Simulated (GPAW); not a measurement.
Set up this calculation in GPAW 26.7.0, as an ASE script.

```
Task                : relaxation of cell and atoms
Functional          : PBEsol
Dispersion          : D4
Potentials or basis : PAW data sets generated in the run's folder for this functional
Cutoff              : 600 eV
Basis               : pw
k mesh              : 8 × 8 × 5
Occupations         : fermi-dirac, width 0.05 eV
Spin                : no spin polarisation
Maxiter             : 150
Optimizer           : BFGS
Fmax                : 0.02 eV/Å
Max steps           : 60
Convergence         : density=1e-05 forces=0.0001
```

The system is Hf.

```
Hf
1.0
     3.19670    0.00000    0.00000
    -1.59835    2.76842    0.00000
     0.00000    0.00000    5.05780
Hf
2
Cartesian
  1.5984 0.9228 3.7934
  0.0000 1.8456 1.2645
```

These files were run (other wordings do the same):

run.py

```python
from ase import Atoms
from ase.calculators.mixing import SumCalculator
from ase.filters import FrechetCellFilter
from ase.io import write
from ase.optimize import BFGS
from dftd4.ase import DFTD4
from gpaw import GPAW, PW, setup_paths

setup_paths.insert(0, '.')

atoms = Atoms(['Hf', 'Hf'],
              cell=[[3.1967, 0.0, 0.0],
                    [-1.59835, 2.7684234083, 0.0],
                    [0.0, 0.0, 5.0578]],
              scaled_positions=[[0.6666666667, 0.3333333333, 0.75],
                                [0.3333333333, 0.6666666667, 0.25]],
              pbc=True)

calc = GPAW(mode=PW(600),
            xc='PBEsol',
            kpts={'size': (8, 8, 5), 'gamma': True},
            occupations={'name': 'fermi-dirac', 'width': 0.05},
            nbands=24,
            convergence={'density': 1e-05, 'forces': 0.0001},
            maxiter=150,
            txt='gpaw.txt')
atoms.calc = SumCalculator([calc, DFTD4(method='pbesol')])
opt = BFGS(FrechetCellFilter(atoms), trajectory='relax.traj', logfile='-')
done = opt.run(fmax=0.02, steps=60)
calc.write('gs.gpw')
write('result.traj', atoms)
print('Converged:', done)
print('Cell:', atoms.cell.cellpar().round(4))
print('Volume:', round(atoms.get_volume(), 4))
print(atoms.get_scaled_positions().round(5))
```

Potentials or basis: PAW data sets generated in the run's folder for this functional, pw.

Run with:

```bash
$ gpaw-setup -f PBEsol Hf
$ OMP_NUM_THREADS=1 python run.py
```

It gave:

- Relaxed volume: 21.55 Å³/atom
- Relaxed cell: a = 3.158 Å, b = 3.158 Å, c = 4.991 Å, α = 90.00°, β = 90.00°, γ = 120.00°
- Space group after relaxing (to 0.05 Å): P6_3/mmc (No. 194)
- Energy gained by relaxing: 10.4 meV/atom
- Ionic steps: 3
- Pressure after relaxing: 0.1 GPa
- Band gap on the k mesh: none (metal or under the smearing width)
- Dispersion energy per atom: -0.127 eV

Caveat: later steps reuse the first step's grids; pairwise dispersion overbinds metals, which lowers pressure and volume.

Run time: 72 s on 1 thread of Arm Neoverse V1, on a shared host, peak memory 0.2 GiB.
